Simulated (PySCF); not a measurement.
# Ti (Im-3m) in PySCF: settings compared

Aim: see how the results for Ti move with the level of theory and the settings. Levels: PBEsol, r2SCAN, PBE0, B3LYP. Tasks: atomic charges.

Everything below comes from runs of PySCF 2.14.0. Logs are shortened: lines on timing, memory, paths and dates and some standing lists are left out, and cuts for length are marked.

### 1 The structure

It takes space group Im-3m (No. 229, cubic). Conventional cell: a = 3.282 Å, b = 3.282 Å, c = 3.282 Å, α = 90.00°, β = 90.00°, γ = 90.00°. Ti (site symmetry m-3m) has 8 Ti at 2.84 Å as nearest neighbours.

This isn't the form of Ti at room conditions, which is hcp.

### 2 Atomic charges, PBEsol

Input file run.py:

```python
import json
import numpy as np
from pyscf.pbc import gto, scf, dft, df

cell = gto.Cell()
cell.basis = 'DZVP-MOLOPT-HYB-GTH-q12'
cell.pseudo = 'GTH-HYB-q12'
cell.fromfile('Ti.xyz')
cell.ke_cutoff = 179  # hartree
cell.exp_to_discard = 0.02
cell.precision = 1e-08
cell.max_memory = 5040  # MB
cell.verbose = 4
cell.build()

res = {}
kpts = cell.make_kpts([2, 2, 2])
mf = dft.KRKS(cell, kpts, xc='pbesol')
mf = mf.density_fit()
mf.with_df._cderi = 'cderi.h5'  # three-centre integrals saved by an earlier run on this cell, basis and mesh
mf = mf.smearing(sigma=0.00183747, method='fermi')  # hartree
mf.conv_tol = 1e-07
mf.max_cycle = 60

mf.kernel()
res.update(converged=bool(mf.converged), e_tot=mf.e_tot, nelec=cell.nelectron, nao=cell.nao, mesh=list(map(int, cell.mesh)), a=cell.lattice_vectors().tolist(), coords=cell.atom_coords().tolist(),
           mo_energy=[np.real(x).tolist() for x in mf.mo_energy], mo_occ=[np.real(x).tolist() for x in mf.mo_occ])
res.update(e_free=mf.e_free, e_zero=mf.e_zero)
res.update(kpts=cell.get_scaled_kpts(kpts).tolist())
res['parts'] = {k: float(np.real(v)) for k, v in mf.scf_summary.items() if np.isscalar(v)}
json.dump(res, open('results.json', 'w'))
if not mf.converged:
    raise SystemExit('SCF not converged')

print('levels (eV)')
for i, kp in enumerate(res['kpts'][:40]):
    print('k %7.4f %7.4f %7.4f  ' % tuple(kp), ' '.join('%.3f' % (x * 27.211386) for x in res['mo_energy'][i][:11]))

# Mulliken populations
dm, s = np.asarray(mf.make_rdm1()), np.asarray(mf.get_ovlp())
sites = cell.aoslice_by_atom()[:, 2:]
tot = np.einsum('kij,kji->i', dm, s).real / len(kpts)
res['mulliken'] = [cell.atom_charge(i) - tot[a0:a1].sum() for i, (a0, a1) in enumerate(sites)]
print('Mulliken charges', np.round(res['mulliken'], 5))
res['meta_lowdin'] = mf.mulliken_meta()[1].tolist()
res['done'] = True
json.dump(res, open('results.json', 'w'))
```

Input file Ti.xyz:

```xyz
1
Lattice="-1.6410000000 1.6410000000 1.6410000000 1.6410000000 -1.6410000000 1.6410000000 1.6410000000 1.6410000000 -1.6410000000" Properties=species:S:1:pos:R:3 pbc="T T T"
Ti     0.0000000000      0.0000000000      0.0000000000
```

Potentials or basis: DZVP-MOLOPT-HYB/GTH-HYB (UZH) (potentials made for PBE0).

Started as:

```console
$ OMP_NUM_THREADS=4 python -u run.py > log
```

The log of the run:

```text
Discarded 0 diffused primitive functions, 0 contracted functions

******** <class 'pyscf.pbc.scf.smearing.SmearingKRKS'> ********
method = SmearingKRKS
initial guess = minao
damping factor = 0
level_shift factor = 0
DIIS = <class 'pyscf.scf.diis.CDIIS'>
diis_start_cycle = 1
diis_space = 8
diis_damp = 0
SCF conv_tol = 1e-07
SCF conv_tol_grad = None
SCF max_cycles = 60
direct_scf = True
direct_scf_tol = 1e-13

******** PBC SCF flags ********
N kpts = 8
Exchange divergence treatment (exxdiv) = ewald
    madelung (= occupied orbital energy shift) = 0.2933880875529801
    Total energy shift due to Ewald probe charge = -1/2 * Nelec*madelung = -1.76032852532
Smearing method = fermi
DF object = <pyscf.pbc.df.df.GDF object>
XC functionals = pbesol
small_rho_cutoff = 0
radial grids:
    Treutler-Ahlrichs [JCP 102, 346 (1995); DOI:10.1063/1.469408] (M4) radial grids

becke partition: Becke, JCP 88, 2547 (1988); DOI:10.1063/1.454033
pruning grids: <function nwchem_prune>
grids dens level: 3
symmetrized grids: False
atomic radii adjust function: <function treutler_atomic_radii_adjust>
Set gradient conv threshold to 0.000316228

******** <class 'pyscf.pbc.df.rsdf_builder._RSNucBuilder'> ********
mesh = [9 9 9] (729 PWs)
ke_cutoff = 10.947465187588964
omega = 0.4190293531893916
exclude_d_aux = False
exclude_dd_block = True
j2c_eig_always = False
has_long_range = True
tot grids = 20002
cell vol = 119.284039  sum(weights) = 119.289474
nelec by numeric integration = 12.000146091159408
init E= -56.3658008216301
    sigma = 0.00183747  Optimized mu = 0.198381337883  entropy = 0.478643308844
nelec by numeric integration = 12.000013172168224
    Total E(T) = -56.4304511313368  Free energy = -56.4313306240575  E0 = -56.4308908776971
cycle= 1 E= -56.4304511313368  delta_E= -0.0647  |g|= 3.03  |ddm|= 12.7
    sigma = 0.00183747  Optimized mu = 0.692057664592  entropy = 0.681242236811
nelec by numeric integration = 12.000233536469654
    Total E(T) = -56.6389142330445  Free energy = -56.6401659952174  E0 = -56.6395401141309
cycle= 2 E= -56.6389142330445  delta_E= -0.208  |g|= 3.98  |ddm|= 15.5
    sigma = 0.00183747  Optimized mu = 0.558600029652  entropy = 0.517989589543
nelec by numeric integration = 12.000093018341538
    Total E(T) = -57.3792487716906  Free energy = -57.3802005620217  E0 = -57.3797246668561
cycle= 3 E= -57.3792487716906  delta_E= -0.74  |g|= 0.0562  |ddm|= 8.43
    sigma = 0.00183747  Optimized mu = 0.538494749159  entropy = 0.68752217643
nelec by numeric integration = 12.000113636217296
    Total E(T) = -57.3770975131694  Free energy = -57.3783608145429  E0 = -57.3777291638561
cycle= 4 E= -57.3770975131694  delta_E= 0.00215  |g|= 0.177  |ddm|= 1.34
    sigma = 0.00183747  Optimized mu = 0.53712753966  entropy = 0.784800689884
nelec by numeric integration = 12.00010565111269
    Total E(T) = -57.3795381885834  Free energy = -57.380980236307  E0 = -57.3802592124452
cycle= 5 E= -57.3795381885834  delta_E= -0.00244  |g|= 0.0438  |ddm|= 0.433
    sigma = 0.00183747  Optimized mu = 0.534710385568  entropy = 0.748882022952
nelec by numeric integration = 12.000100322551514
    Total E(T) = -57.3797282969423  Free energy = -57.381104345193  E0 = -57.3804163210676
cycle= 6 E= -57.3797282969423  delta_E= -0.00019  |g|= 0.0243  |ddm|= 0.331
    sigma = 0.00183747  Optimized mu = 0.53520670947  entropy = 0.769343007995
nelec by numeric integration = 12.000102073235052
    Total E(T) = -57.3797560805223  Free energy = -57.3811697252192  E0 = -57.3804629028707
cycle= 7 E= -57.3797560805223  delta_E= -2.78e-05  |g|= 0.0037  |ddm|= 0.11
    sigma = 0.00183747  Optimized mu = 0.535305324071  entropy = 0.772346872089
nelec by numeric integration = 12.000102414080072
    Total E(T) = -57.3797520854222  Free energy = -57.3811712496293  E0 = -57.3804616675257
cycle= 8 E= -57.3797520854222  delta_E= 4e-06  |g|= 0.000341  |ddm|= 0.0213
    sigma = 0.00183747  Optimized mu = 0.535297473972  entropy = 0.772111205615
nelec by numeric integration = 12.000102385982519
    Total E(T) = -57.3797525315762  Free energy = -57.3811712627532  E0 = -57.3804618971647
cycle= 9 E= -57.3797525315762  delta_E= -4.46e-07  |g|= 9.25e-06  |ddm|= 0.00176
    sigma = 0.00183747  Optimized mu = 0.535297280416  entropy = 0.772105348329
nelec by numeric integration = 12.000102385288102
    Total E(T) = -57.3797525423483  Free energy = -57.3811712627627  E0 = -57.3804619025555
cycle= 10 E= -57.3797525423483  delta_E= -1.08e-08  |g|= 1.04e-06  |ddm|= 4.37e-05
    sigma = 0.00183747  Optimized mu = 0.535297171546  entropy = 0.77210199362
nelec by numeric integration = 12.000102384889162
    Total E(T) = -57.3797525485111  Free energy = -57.3811712627613  E0 = -57.3804619056362
Extra cycle  E= -57.3797525485111  delta_E= -6.16e-09  |g|= 3.75e-06  |ddm|= 2.49e-05
converged SCF energy = -57.3797525485111
levels (eV)
k  0.0000  0.0000  0.0000   -42.466 -18.382 -18.382 -18.382 7.191 14.649 14.649 14.649 16.518 16.518 37.986
k -0.0000  0.0000  0.5000   -42.329 -19.116 -18.613 -18.387 10.866 13.149 14.684 16.506 16.914 18.194 22.367
k -0.0000  0.5000  0.0000   -42.329 -19.116 -18.613 -18.387 10.866 13.149 14.684 16.506 16.914 18.194 22.367
k -0.0000  0.5000  0.5000   -42.329 -19.116 -18.613 -18.387 10.866 13.150 14.684 16.506 16.914 18.194 22.367
k  0.5000 -0.0000  0.0000   -42.329 -19.116 -18.613 -18.387 10.866 13.149 14.684 16.506 16.914 18.194 22.367
k  0.5000 -0.0000  0.5000   -42.329 -19.116 -18.613 -18.387 10.866 13.150 14.684 16.506 16.914 18.194 22.367
k  0.5000  0.5000  0.0000   -42.329 -19.116 -18.613 -18.387 10.866 13.150 14.684 16.506 16.914 18.194 22.367
k  0.5000  0.5000  0.5000   -42.233 -18.885 -18.885 -18.885 11.287 11.287 17.810 17.810 17.810 22.820 22.820
Mulliken charges [0.]
 ** Mulliken pop on meta-lowdin orthogonal AOs **
 ** Mulliken pop  **
pop of  0 Ti 3s           1.67738
pop of  0 Ti 4s           1.05470
pop of  0 Ti 5s           0.00080
pop of  0 Ti 3px          1.93183
pop of  0 Ti 3py          1.93183
pop of  0 Ti 3pz          1.93183
pop of  0 Ti 4px          0.11161
pop of  0 Ti 4py          0.11161
pop of  0 Ti 4pz          0.11161
pop of  0 Ti 3dxy         0.75881
pop of  0 Ti 3dyz         0.75881
pop of  0 Ti 3dz^2        0.42021
pop of  0 Ti 3dxz         0.75881
pop of  0 Ti 3dx2-y2      0.42021
pop of  0 Ti 4dxy         0.00285
pop of  0 Ti 4dyz         0.00285
pop of  0 Ti 4dz^2        0.00569
pop of  0 Ti 4dxz         0.00285
pop of  0 Ti 4dx2-y2      0.00569
 ** Mulliken atomic charges  **
charge of    0Ti =      0.00000
```

Wall time 47 s (4 threads of Intel Xeon at 2.50GHz (Skylake/Cascade Lake), shared host); peak memory 0.33 GiB.

Results:

```yaml
Free_energy: -1561.4212 eV
Band_gap_on_the_k_mesh: none (metal or under the smearing width)
```

Levels at points of the mesh, in eV from the Fermi level:
```tsv
k point	band 2	band 3	band 4	band 5	band 6	band 7	band 8	band 9	band 10	band 11
(0.00, 0.00, 0.00)	-32.95	-32.95	-32.95	-7.37	0.08	0.08	0.08	1.95	1.95	23.42
(0.00, 0.00, 0.50)	-33.68	-33.18	-32.95	-3.70	-1.42	0.12	1.94	2.35	3.63	7.80
(0.00, 0.50, 0.00)	-33.68	-33.18	-32.95	-3.70	-1.42	0.12	1.94	2.35	3.63	7.80
(0.00, 0.50, 0.50)	-33.68	-33.18	-32.95	-3.70	-1.42	0.12	1.94	2.35	3.63	7.80
(0.50, 0.00, 0.00)	-33.68	-33.18	-32.95	-3.70	-1.42	0.12	1.94	2.35	3.63	7.80
(0.50, 0.00, 0.50)	-33.68	-33.18	-32.95	-3.70	-1.42	0.12	1.94	2.35	3.63	7.80
(0.50, 0.50, 0.00)	-33.68	-33.18	-32.95	-3.70	-1.42	0.12	1.94	2.35	3.63	7.80
(0.50, 0.50, 0.50)	-33.45	-33.45	-33.45	-3.28	-3.28	3.24	3.24	3.24	8.25	8.25
```

Caveat: the k mesh is coarse (spacing up to 1.35 Å⁻¹), so the values aren't converged; the default atom-centred grid shifts energies of crystals by up to some 10 meV an atom and pressures by some 0.5 GPa; the basis of atomic orbitals isn't converged, which shifts pressures, moduli and gaps.

### 3 Atomic charges, r2SCAN

Changes to run.py since step 2:

```diff
@@ -17,3 +17,3 @@
 kpts = cell.make_kpts([2, 2, 2])
-mf = dft.KRKS(cell, kpts, xc='pbesol')
+mf = dft.KRKS(cell, kpts, xc='r2scan')
 mf = mf.density_fit()
```

Ti.xyz is that of step 2.

Potentials or basis: DZVP-MOLOPT-HYB/GTH-HYB (UZH) (potentials made for PBE0).

Started as:

```console
$ OMP_NUM_THREADS=4 python -u run.py > log
```

Run time: 37 s. Hardware: 4 threads of Intel Xeon at 2.50GHz (Skylake/Cascade Lake), shared host; peak memory 0.34 GiB.

It converged, with:

```yaml
Free_energy: -1563.8382 eV
Band_gap_on_the_k_mesh: none (metal or under the smearing width)
```

Levels at points of the mesh, in eV from the Fermi level:
```
           k point  band 3  band 4  band 5  band 6  band 7  band 8  band 9  band 10
(0.00, 0.00, 0.00)  -34.77  -34.77   -7.69    0.23    0.23    0.23    2.45     2.45
(0.00, 0.00, 0.50)  -35.00  -34.77   -3.72   -1.36    0.08    2.35    2.83     3.91
(0.00, 0.50, 0.00)  -35.00  -34.77   -3.72   -1.36    0.08    2.35    2.83     3.91
(0.00, 0.50, 0.50)  -35.00  -34.77   -3.72   -1.36    0.08    2.35    2.83     3.91
(0.50, 0.00, 0.00)  -35.00  -34.77   -3.72   -1.36    0.08    2.35    2.83     3.91
(0.50, 0.00, 0.50)  -35.00  -34.77   -3.72   -1.36    0.08    2.35    2.83     3.91
(0.50, 0.50, 0.00)  -35.00  -34.77   -3.72   -1.36    0.08    2.35    2.83     3.91
(0.50, 0.50, 0.50)  -35.27  -35.27   -3.12   -3.12    3.52    3.52    3.52     8.73
```

Caveat: the k mesh is coarse (spacing up to 1.35 Å⁻¹), so the values aren't converged; the default atom-centred grid shifts energies of crystals by up to some 10 meV an atom and pressures by some 0.5 GPa; the basis of atomic orbitals isn't converged, which shifts pressures, moduli and gaps.

### 4 Atomic charges, PBE0

Changes to run.py since step 3:

```diff
@@ -17,3 +17,3 @@
 kpts = cell.make_kpts([2, 2, 2])
-mf = dft.KRKS(cell, kpts, xc='r2scan')
+mf = dft.KRKS(cell, kpts, xc='pbe0', exxdiv='ewald')
 mf = mf.density_fit()
```

Ti.xyz is that of step 3.

Started as:

```console
$ OMP_NUM_THREADS=4 python -u run.py > log
```

Wall time 44 s (4 threads of Intel Xeon at 2.50GHz (Skylake/Cascade Lake), shared host); peak memory 0.33 GiB.

Results (log left out):

```yaml
Free_energy: -1562.9551 eV
Band_gap_on_the_k_mesh: none (metal or under the smearing width)
```

Levels at points of the mesh, in eV from the Fermi level:
```
           k point  band 3  band 4  band 5  band 6  band 7  band 8  band 9  band 10
(0.00, 0.00, 0.00)  -37.18  -37.18   -9.18    0.38    0.38    0.38    2.83     2.83
(0.00, 0.00, 0.50)  -37.42  -37.18   -5.32   -2.98    0.08    2.70    3.24     4.28
(0.00, 0.50, 0.00)  -37.42  -37.18   -5.32   -2.98    0.08    2.70    3.24     4.28
(0.00, 0.50, 0.50)  -37.42  -37.18   -5.32   -2.98    0.08    2.70    3.24     4.28
(0.50, 0.00, 0.00)  -37.42  -37.18   -5.32   -2.98    0.08    2.70    3.24     4.28
(0.50, 0.00, 0.50)  -37.42  -37.18   -5.32   -2.98    0.08    2.70    3.24     4.28
(0.50, 0.50, 0.00)  -37.42  -37.18   -5.32   -2.98    0.08    2.70    3.24     4.28
(0.50, 0.50, 0.50)  -37.73  -37.73   -4.69   -4.69    3.81    3.81    3.81     8.89
```

Caveat: the k mesh is coarse (spacing up to 1.35 Å⁻¹), so the values aren't converged, least of all with exact exchange; the default atom-centred grid shifts energies of crystals by up to some 10 meV an atom and pressures by some 0.5 GPa; on so small a mesh gaps with full-range exact exchange can be off by tenths of an eV to over 1 eV; the basis of atomic orbitals isn't converged, which shifts pressures, moduli and gaps.

### 5 Atomic charges, B3LYP

Changes to run.py since step 4:

```diff
@@ -17,3 +17,3 @@
 kpts = cell.make_kpts([2, 2, 2])
-mf = dft.KRKS(cell, kpts, xc='pbe0', exxdiv='ewald')
+mf = dft.KRKS(cell, kpts, xc='b3lyp', exxdiv='ewald')
 mf = mf.density_fit()
```

Ti.xyz is that of step 4.

Started as:

```console
$ OMP_NUM_THREADS=4 python -u run.py > log
```

Run time: 44 s. Hardware: 4 threads of Intel Xeon at 2.50GHz (Skylake/Cascade Lake), shared host; peak memory 0.33 GiB.

It converged, with:

```
Free energy            : -1563.7202 eV
Band gap on the k mesh : none (metal or under the smearing width)
```

Levels at points of the mesh, in eV from the Fermi level:
| k point | band 4 | band 5 | band 6 | band 7 | band 8 | band 9 |
| --- | --- | --- | --- | --- | --- | --- |
| (0.00, 0.00, 0.00) | -35.91 | -8.46 | 0.03 | 0.03 | 0.04 | 3.06 |
| (0.00, 0.00, 0.50) | -35.90 | -4.72 | -2.49 | 0.72 | 2.88 | 3.46 |
| (0.00, 0.50, 0.00) | -35.90 | -4.72 | -2.49 | 0.72 | 2.88 | 3.46 |
| (0.00, 0.50, 0.50) | -35.90 | -4.72 | -2.49 | 0.72 | 2.88 | 3.46 |
| (0.50, 0.00, 0.00) | -35.90 | -4.72 | -2.49 | 0.72 | 2.88 | 3.46 |
| (0.50, 0.00, 0.50) | -35.90 | -4.72 | -2.49 | 0.72 | 2.88 | 3.46 |
| (0.50, 0.50, 0.00) | -35.90 | -4.72 | -2.49 | 0.72 | 2.88 | 3.46 |
| (0.50, 0.50, 0.50) | -36.47 | -4.04 | -4.04 | 3.98 | 3.98 | 3.98 |

Caveat: the k mesh is coarse (spacing up to 1.35 Å⁻¹), so the values aren't converged, least of all with exact exchange; the default atom-centred grid shifts energies of crystals by up to some 10 meV an atom and pressures by some 0.5 GPa; on so small a mesh gaps with full-range exact exchange can be off by tenths of an eV to over 1 eV; the basis of atomic orbitals isn't converged, which shifts pressures, moduli and gaps.

### 6 Overview

| level | exxdiv | gap on the mesh (eV) |
| --- | --- | --- |
| PBEsol | - | none |
| r2SCAN | - | none |
| PBE0 | ewald | none |
| B3LYP | ewald | none |

Alike in all rows: task atomic charges; potentials or basis DZVP-MOLOPT-HYB/GTH-HYB (UZH) (potentials made for PBE0); no spin polarisation; cell as given; k mesh 2 × 2 × 2; smearing fermi-dirac 0.05 eV; the mesh is coarse, so values aren't converged.

Caveats: all runs use coarse meshes; the default atom-centred grid shifts energies of crystals by up to some 10 meV an atom and pressures by some 0.5 GPa; the basis of atomic orbitals isn't converged, which shifts pressures, moduli and gaps; on so small a mesh gaps with full-range exact exchange can be off by tenths of an eV to over 1 eV (some runs).

Absolute energies hang on the potentials; compare differences alone.
